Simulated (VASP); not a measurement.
Wanted: the native input for a VASP 6.6.1 run.

```yaml
Task: relaxation of the atoms
Functional: PBE
Potentials_or_basis: VASP PAW PBE potentials, release 64 (Si)
Cutoff: 600 eV
k_mesh: 10 × 10 × 10
Occupations: gaussian, width 0.03 eV
Spin: no spin polarisation
Further_INCAR_settings: ALGO = Normal; EDIFF = 1e-07; IBRION = 2; EDIFFG = -0.01; NSW = 40
```

The structure of Si lies in POSCAR:

```
Si                                      
1.0
    0.0000000000      2.6973423810      2.6973423810
    2.6973423810      0.0000000000      2.6973423810
    2.6973423810      2.6973423810      0.0000000000
  Si            
     2
Direct
     0.7500000000000000    0.7500000000000000    0.7500000000000000
     0.5000000000000000    0.5000000000000000    0.5000000000000000
```

The cell isn't the ideal one: a relaxed cell with its volume scaled by 0.96.

These files were run (other wordings do the same):

INCAR

```
SYSTEM = Si
PREC     = Accurate       ! precision mode
ENCUT    = 600            ! plane-wave cutoff, eV
EDIFF    = 1E-7           ! SCF threshold, eV
ISMEAR   = 0              ! smearing method
SIGMA    = 0.03           ! smearing width, eV
LREAL    = .FALSE.        ! projectors in reciprocal space
LASPH    = .TRUE.         ! aspherical terms in the spheres
NELM     = 80             ! most SCF steps
ALGO     = Normal         ! electronic algorithm
ISIF     = 2              ! what is computed and relaxed
LWAVE    = .FALSE.        ! write WAVECAR
LCHARG   = .FALSE.        ! write CHGCAR
GGA      = PE             ! functional
IBRION   = 2              ! ionic algorithm
NSW      = 40             ! ionic steps
EDIFFG   = -0.01          ! ionic threshold
```

KPOINTS

```
regular mesh
0
G
  10 10 10
  0 0 0
```

Potentials or basis: VASP PAW PBE potentials, release 64 (Si).

Launch:

```console
$ cat potpaw_PBE.64/Si/POTCAR > POTCAR
$ mpirun -np 1 vasp_std > vasp.out
```

It gave:

| Item | Value |
| --- | --- |
| Pressure after relaxing | 4.0 GPa |
| Band gap on the k mesh | 0.55 eV, indirect (least direct gap 2.57 eV) |

Caveat: the relaxation stopped at its first step, so nothing moved.

Run time: 8.9 s on 1 thread of Intel(R) Xeon(R) 6975P-C (Granite Rapids) (shared host), peak memory 0.16 GiB.
